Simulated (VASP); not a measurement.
# Si (P-1) in VASP: relaxation of cell and atoms with r2SCAN

Aim: the relaxation of cell and atoms of Si with r2SCAN.

All numbers are computed with VASP 6.6.1; they aren't measurements. Logs are shortened: lines on timing, memory, paths and dates and some standing lists are left out, and cuts for length are marked.

### Step 1. The cell of the first run

The typed cell holds 1 atom: a = 2.765 Å, b = 2.307 Å, c = 2.655 Å, α = 60.64°, β = 73.23°, γ = 67.05°.

This isn't the form of Si at room conditions, which is diamond.

### Step 2. Relaxation of cell and atoms, r2SCAN (cell sheared at random, sigma 0.1, atoms nudged by 0.01 Å)

INCAR reads:

```
SYSTEM = Si
ALGO = Normal
EDIFF = 1E-6
EDIFFG = -0.005
ENCUT = 600
IBRION = 2
ISIF = 3
ISMEAR = 0
LASPH = .True.
LCHARG = .False.
LMIXTAU = .True.
LREAL = .False.
LWAVE = .False.
METAGGA = R2SCAN
NELM = 100
NSW = 40
PREC = Accurate
SIGMA = 0.05
```

KPOINTS reads:

```
k-points
0
Gamma
  10 14 11
  0 0 0
```

POSCAR reads:

```
Si
1.0
   -0.3815112600      1.9002978700      1.9720425700
    1.6960999500      0.0269397800      1.5635915300
    1.9685575700      1.7643044500     -0.2455178400
Si
1
Direct
    0.0000000000      0.0000000000      0.0000000000
```

Potentials or basis: VASP PAW PBE potentials, release 64 (Si).

Command:

```console
cat potpaw_PBE.64/Si/POTCAR > POTCAR
mpirun -np 1 vasp_std > vasp.out
```

OUTCAR:

```text
SYSTEM = Si
   EDIFF = 1E-6
   EDIFFG = -0.005
   ENCUT = 600
   IBRION = 2
   ISIF = 3
   ISMEAR = 0
   LASPH = .True.
   LREAL = .False.
   METAGGA = R2SCAN
   NELM = 100
   NSW = 40
   PREC = Accurate

 ion  position               nearest neighbor table
   1  0.000  0.000  0.000-

  LATTYP: Found a triclinic cell.
 ALAT       =     2.7650740920
 B/A-ratio  =     1.3174845192
 C/A-ratio  =     0.8343396297
 COS(alpha) =     0.0199651101
 COS(beta)  =     0.3899607428
 COS(gamma) =     0.7222828227

  Lattice vectors:

 A1 = (   0.3815112600,  -1.9002978700,  -1.9720425700)
 A2 = (   0.1090536400,  -3.6376625400,  -0.1629332000)
 A3 = (  -1.6960999500,  -0.0269397800,  -1.5635915300)

Analysis of symmetry for initial positions (statically):
=====================================================================
 Subroutine PRICEL returns:
 Original cell was already a primitive cell.

 Routine SETGRP: Setting up the symmetry group for a
 triclinic supercell.

 Subroutine GETGRP returns: Found  2 space group operations
 (whereof  2 operations were pure point group operations)
 out of a pool of  2 trial point group operations.

The static configuration has the point symmetry S_2 .

Analysis of symmetry for dynamics (positions and initial velocities):
=====================================================================
 Subroutine PRICEL returns:
 Original cell was already a primitive cell.

 Routine SETGRP: Setting up the symmetry group for a
 triclinic supercell.

 Subroutine GETGRP returns: Found  2 space group operations
 (whereof  2 operations were pure point group operations)
 out of a pool of  2 trial point group operations.

The dynamic configuration has the point symmetry S_2 .

 Subroutine INISYM returns: Found  2 space group operations
 (whereof  2 operations are pure point group operations),
 and found     1 'primitive' translations

----------------------------------------------------------------------------------------

                                     Primitive cell

  volume of cell :      13.4921

  direct lattice vectors                    reciprocal lattice vectors
    -0.381511260  1.900297870  1.972042570    -0.204954549  0.258999321  0.217861257
     1.696099950  0.026939780  1.563591530     0.292455791 -0.280787548  0.327150725
     1.968557570  1.764304450 -0.245517840     0.216286933  0.292119932 -0.239649484

  length of vectors
     2.765074092  2.307010894  2.654857455     0.395664685  0.520960300  0.435368772

  position of ions in fractional coordinates (direct lattice)
     0.000000000  0.000000000  0.000000000

  ion indices of the primitive-cell ions
   primitive index   ion index
                 1           1

----------------------------------------------------------------------------------------

 KPOINTS: k-points

Automatic generation of k-mesh.
 Grid dimensions read from file:
 generate k-points for:   10   14   11

 Generating k-lattice:

  Cartesian coordinates                     Fractional coordinates (reciprocal lattice)
    -0.020495455  0.025899932  0.021786126     0.100000000 -0.000000000  0.000000000
     0.020889699 -0.020056253  0.023367909     0.000000000  0.071428571  0.000000000
     0.019662448  0.026556357 -0.021786317    -0.000000000 -0.000000000  0.090909091

  Length of vectors
     0.039566469  0.037211450  0.039578979

  Shift w.r.t. Gamma in fractional coordinates (k-lattice)
     0.000000000  0.000000000  0.000000000

 Subroutine IBZKPT returns following result:
 ===========================================

 Found    772 irreducible k-points:

 Following reciprocal coordinates:
            Coordinates               Weight
  0.000000  0.000000  0.000000      1.000000
  0.100000  0.000000  0.000000      2.000000
  0.200000  0.000000  0.000000      2.000000
  0.300000  0.000000 -0.000000      2.000000
  0.400000  0.000000 -0.000000      2.000000
  0.500000  0.000000  0.000000      1.000000
[... 16 lines left out ...]
 -0.400000  0.142857  0.000000      2.000000
 -0.300000  0.142857  0.000000      2.000000
 [... further k-points ...]
   k-points           NKPTS =    772   k-points in BZ     NKDIM =    772   number of bands    NBANDS=      6
   number of dos      NEDOS =    301   number of ions     NIONS =      1
   total plane-waves  NPLWV =  10368
   dimension x,y,z NGX =    24 NGY =   18 NGZ =   24
   dimension x,y,z NGXF=    48 NGYF=   36 NGZF=   48
   ions per type =               1
   NGX,Y,Z   is equivalent  to a cutoff of  14.43, 12.97, 15.03 a.u.
   NGXF,Y,Z  is equivalent  to a cutoff of  28.86, 25.94, 30.06 a.u.
 SYSTEM =  Si
   PREC   = accura    normal or accurate (medium, high low for compatibility)
   ISTART =      0    job   : 0-new  1-cont  2-samecut
   ICHARG =      2    charge: 1-file 2-atom 10-const
   ISPIN  =      1    spin polarized calculation?
   LNONCOLLINEAR =      F non collinear calculations
   LSORBIT =      F    spin-orbit coupling
   LASPH  =      T    aspherical Exc in radial PAW
   ENCUT  =  600.0 eV  44.10 Ry    6.64 a.u.   5.52  4.61  5.30*2*pi/ulx,y,z
   NELM   =    100;   NELMIN=  2; NELMDL= -5     # of ELM steps
   EDIFF  = 0.1E-05   stopping-criterion for ELM
   LREAL  =      F    real-space projection
   EDIFFG = -.5E-02   stopping-criterion for IOM
   NSW    =     40    number of steps for IOM
   IBRION =      2    ionic relax: 0-MD 1-quasi-New 2-CG
   NFREE  =      1    steps in history (QN), initial steepest desc. (CG)
   ISIF   =      3    stress and relaxation
   ISYM   =      2    0-nonsym 1-usesym 2-fastsym
   POTIM  = 0.5000    time-step for ionic-motion
   TEBEG  =    0.0;   TEEND  =   0.0 temperature during run
   PSTRESS=    0.0 pullay stress
   NELECT =       4.0000    total number of electrons
   NUPDOWN=      -1.0000    fix difference up-down
   EMIN   =  10.00;   EMAX   =-10.00  energy-range for DOS
   EFERMI =   0.00;   METHOD = LEGACY
   ISMEAR =     0;   SIGMA  =   0.05  broadening in eV -4-tet -1-fermi 0-gaus
   EFERMI_NEDOS =   21; number of points for ismear=-14 and -15
   IALGO  =     38    algorithm
   IMIX   =      4    mixing-type and parameters
     AMIX     =   0.40;   BMIX     =  1.00
     AMIX_MAG =   1.60;   BMIX_MAG =  1.00
  volume/ion in A,a.u.               =      13.49        91.05
  Fermi-wavevector in a.u.,A,eV,Ry     =   1.091612  2.062848 16.212937  1.191617
  Thomas-Fermi vector in A             =   2.227861
   LORBIT       =      0    0 simple, 1 ext, 2 COOP (PROOUT), +10 PAW based schemes
   METAGGA = R2SCAN    functional components
   LHFCALC =     F    Hartree Fock is set to
   AEXX    =    0.0000 exact exchange contribution
   IVDW    =     0    specifies the selected vdW correction
   LEPSILON=     F    determine dielectric tensor
   LRPA    =     F    only Hartree local field effects (RPA)
 conjugate gradient relaxation of ions
 non-spin polarized calculation
 Gauss-broadening in eV      SIGMA  =   0.05
  energy-cutoff  :      600.00
  volume of cell :       13.49
 maximum number of plane-waves:       461
 NGX is ok and might be reduce to    24
   NGX = 11   NGY =  9   NGZ = 11

--------------------------------------- Ionic step        1  -------------------------------------------

 number of electron       4.0000000 magnetization

 Free energy of the ion-electron system (eV)
  ---------------------------------------------------
  ext. energy  EPLUGINS =         0.00000000
  ---------------------------------------------------
  free energy    TOTEN  =        -7.94499722 eV

  energy without entropy =       -7.94437044  energy(sigma->0) =       -7.94468383

------------------------ aborting loop because EDIFF is reached ----------------------------------------

  FORCE on cell =-STRESS in cart. coord.  units (eV):
  Direction    XX          YY          ZZ          XY          YZ          ZX
  --------------------------------------------------------------------------------------
  -------------------------------------------------------------------------------------
  Total        1.8157624     -0.1532344      1.2848843      0.3340203     -0.5934457      1.0050337
  in kB      215.6206224    -18.1964888    152.5791926     39.6646978    -70.4712966    119.3471134
  external PRESSURE =     116.6677754 kB  Pullay stress =       0.0000000 kB
[... 86 lines left out ...]
  FREE ENERGIE OF THE ION-ELECTRON SYSTEM (eV)
  ---------------------------------------------------
  free  energy   TOTEN  =        -8.0637415288 eV

  energy  without entropy=       -8.0632494114  energy(sigma->0) =       -8.06349547

 E-fermi :   9.7792     XC(G=0): -11.7569

 val. band max:        9.7612778009   @ k =   0.4000   0.2143   0.3636
 cond. band min:       9.7820254382   @ k =   0.3000   0.0714   0.2727
 fundamental gap:      0.0207476374
 Fermi energy:         9.7791914687

 k-point     1 :       0.0000    0.0000    0.0000
  band No.  band energies     occupation
      1      -5.2999      2.00000
      2      17.3487      0.00000
      3      18.2447      0.00000
      4      19.8842      0.00000
      5      21.7693      0.00000
      6      25.1803      0.00000
[... 199 lines left out ...]
 k-point    24 :      -0.3000    0.1429    0.0000
  band No.  band energies     occupation
      1      -1.6168      2.00000
      2       5.6455      2.00000
      3      17.3564      0.00000
      4      18.8890      0.00000
      5      22.3094      0.00000
      6      25.2764      0.00000

 [... further k-points ...]

[... ionic steps 4 to 22 ...]

--------------------------------------- Ionic step       23  -------------------------------------------

 number of electron       4.0000000 magnetization

------------------------ aborting loop because EDIFF is reached ----------------------------------------
[... 65 lines left out ...]
--------------------------------------- Ionic step       25  -------------------------------------------

 number of electron       4.0000000 magnetization

 Free energy of the ion-electron system (eV)
  ---------------------------------------------------
  ext. energy  EPLUGINS =         0.00000000
  ---------------------------------------------------
  free energy    TOTEN  =        -8.10104288 eV

  energy without entropy =       -8.10073818  energy(sigma->0) =       -8.10089053

 E-fermi :  10.3487     XC(G=0): -11.9421

 val. band max:       10.3258797688   @ k =  -0.4000   0.4286   0.0000
 cond. band min:      10.3598141261   @ k =  -0.4000  -0.0000   0.3636
 fundamental gap:      0.0339343573
 Fermi energy:        10.3486663870

 k-point     1 :       0.0000    0.0000    0.0000
  band No.  band energies     occupation
      1      -5.1245      2.00000
      2      19.3233      0.00000
      3      19.7835      0.00000
      4      20.1393      0.00000
      5      22.5459      0.00000
      6      25.0674      0.00000
[... 199 lines left out ...]
 k-point    24 :      -0.3000    0.1429    0.0000
  band No.  band energies     occupation
      1      -0.8944      2.00000
      2       6.3694      2.00000
      3      16.9338      0.00000
      4      19.1873      0.00000
      5      21.7213      0.00000
      6      26.2520      0.00000

 [... further k-points ...]
[... 5 lines left out ...]
  --------------------------------------------------------------------------------------
  -------------------------------------------------------------------------------------
  Total       -0.0039126      0.0037215     -0.0023373      0.0006156      0.0000795     -0.0031301
  in kB       -0.4399613      0.4184691     -0.2628169      0.0692180      0.0089383     -0.3519674
  external PRESSURE =      -0.0947697 kB  Pullay stress =       0.0000000 kB
[... 16 lines left out ...]
  FREE ENERGIE OF THE ION-ELECTRON SYSTEM (eV)
  ---------------------------------------------------
  free  energy   TOTEN  =        -8.1010428835 eV

  energy  without entropy=       -8.1007381752  energy(sigma->0) =       -8.10089053

 reached required accuracy - stopping structural energy minimisation
```

Run time: 22 min. Hardware: 1 thread of Intel Xeon Platinum 8488C (Sapphire Rapids), shared host; peak memory 0.18 GiB.

Results:

```yaml
Free_energy: -8.1010 eV
Relaxed_volume: 14.25 Å³/atom
Relaxed_cell: a = 2.643 Å, b = 2.539 Å, c = 2.830 Å, α = 56.61°, β = 75.77°, γ = 64.01°
Space_group_after_relaxing_to_0.05_Å: P-1 (No. 2)
Energy_gained_by_relaxing: 156.0 meV/atom
Ionic_steps: 25
Pressure_after_relaxing: 0.0 GPa
Band_gap_on_the_k_mesh: none (metal or under the smearing width)
```

Stress tensor (GPa, compression positive):
```
-0.04  0.01 -0.04
 0.01  0.04  0.00
-0.04  0.00 -0.03
```

Step by step:
```tsv
step	energy change (eV)	largest force (eV/Å)	pressure (GPa)	volume (Å³)
1	0.0000	0.0000	11.67	13.49
2	-0.1084	0.0000	-6.12	15.42
3	-0.1187	0.0000	-2.99	14.87
4	-0.1188	0.0000	-2.79	14.84
5	-0.1369	0.0000	-1.08	14.46
6	-0.1466	0.0000	2.73	13.84
7	-0.1472	0.0000	1.86	13.95
8	-0.1504	0.0000	0.59	14.12
9	-0.1507	0.0000	0.88	14.09
10	-0.1517	0.0000	-0.27	14.25
11	-0.1518	0.0000	-0.52	14.29
12	-0.1528	0.0000	-0.72	14.32
13	-0.1552	0.0000	-0.97	14.41
14	-0.1551	0.0000	-0.81	14.38
15	-0.1554	0.0000	-0.92	14.40
16	-0.1559	0.0000	0.31	14.22
17	-0.1559	0.0000	-0.05	14.26
18	-0.1560	0.0000	0.02	14.24
19	-0.1560	0.0000	0.02	14.25
20	-0.1560	0.0000	-0.01	14.25
21	-0.1560	0.0000	-0.10	14.26
22	-0.1560	0.0000	-0.02	14.25
23	-0.1560	0.0000	-0.05	14.25
24	-0.1560	0.0000	0.04	14.24
25	-0.1560	0.0000	-0.01	14.25
```

Final structure:
```cif
data_structure
_symmetry_space_group_name_H-M 'P 1'
_symmetry_Int_Tables_number 1
_cell_length_a 2.6427
_cell_length_b 2.5386
_cell_length_c 2.8300
_cell_angle_alpha 56.606
_cell_angle_beta 75.765
_cell_angle_gamma 64.012
_cell_volume 14.25
loop_
_atom_site_label
_atom_site_type_symbol
_atom_site_fract_x
_atom_site_fract_y
_atom_site_fract_z
_atom_site_occupancy
Si1 Si 0.00000 0.00000 0.00000 1
```

Levels at points of the mesh, in eV from the Fermi level:
| k point | band 1 | band 2 | band 3 | band 4 | band 5 | band 6 |
| --- | --- | --- | --- | --- | --- | --- |
| (0.00, 0.00, 0.00) | -15.47 | 8.97 | 9.43 | 9.79 | 12.20 | 14.72 |
| (0.50, 0.00, 0.00) | -9.52 | -7.93 | 9.98 | 10.85 | 13.69 | 16.10 |
| (0.00, 0.50, 0.00) | -6.30 | -5.13 | 3.10 | 5.37 | 7.61 | 10.12 |
| (0.50, 0.50, 0.00) | -5.87 | -4.28 | 3.24 | 5.58 | 5.97 | 8.66 |

Caveat: the PAW data sets were made with another functional, which shifts forces and pressure a little.
